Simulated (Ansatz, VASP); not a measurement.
Two plane-wave programs on As

INCAR

```
SYSTEM = As
ALGO = Normal
EDIFF = 1E-7
ENCUT = 520
GGA = PE
ISIF = 2
ISMEAR = -1
LASPH = .TRUE.
LCHARG = .FALSE.
LREAL = .FALSE.
LWAVE = .FALSE.
NBANDS = 12
NELM = 60
PREC = Accurate
SIGMA = 0.05
```

The input KPOINTS:

```
k-points
0
G
  9 9 9
  0 0 0
```

The input POSCAR:

```
As
1.0
    1.8807968987      1.0858785957      3.5140619945
   -1.8807968987      1.0858785957      3.5140619945
    0.0000000000     -2.1717571915      3.5140619945
As
2
Direct
    0.2260000000      0.2260000000      0.2260000000
    0.7740000000      0.7740000000      0.7740000000
```

input.yaml

```yaml
crystal:
  lattice:
    - [1.8807968987, 1.0858785957, 3.5140619945]
    - [-1.8807968987, 1.0858785957, 3.5140619945]
    - [0.0, -2.1717571915, 3.5140619945]
  atoms:
    - { symbol: As, position: [0.226, 0.226, 0.226] }
    - { symbol: As, position: [0.774, 0.774, 0.774] }
hamiltonian:
  xc: pbe
  pseudopotentials: { kind: paw }
kpoints:
  mp_grid: { grid: [9, 9, 9] }
scf:
  occupations: { method: fermi_dirac, width: 0.05 }
output:
  forces: true
  stress: true
  eigenvalues: true
```

Alike in both runs: task single point; functional PBE; k mesh 9 × 9 × 9; occupations fermi-dirac, width 0.05 eV; no spin polarisation.

|  | VASP | Ansatz |
| --- | --- | --- |
| version | VASP 6.6.1 | Ansatz 0.2.0 |
| potentials or method | VASP PAW PBE potentials, release 64 (As) | Ansatz PAW |
| plane-wave cutoff (eV) | 520 | 420 |
| valence electrons in the cell | 10 | 30 |

Ansatz gave:

* gap on the k mesh at the Fermi level (eV): none
* pressure (GPa): 3.7
* largest component of the traceless stress (GPa): 0.41
* rms of the force components (eV/Å): 0.247

Q: Which values does VASP return?

A: gap on the k mesh at the Fermi level (eV): none; pressure (GPa): 4.0; largest component of the traceless stress (GPa): 0.52; rms of the force components (eV/Å): 0.282.

Atom by atom the forces differ by 0.035 eV/Å (rms over components). A gap of «none» marks a metal or a gap that the smearing closes. The two sets of potentials don't hold the same shells in valence.
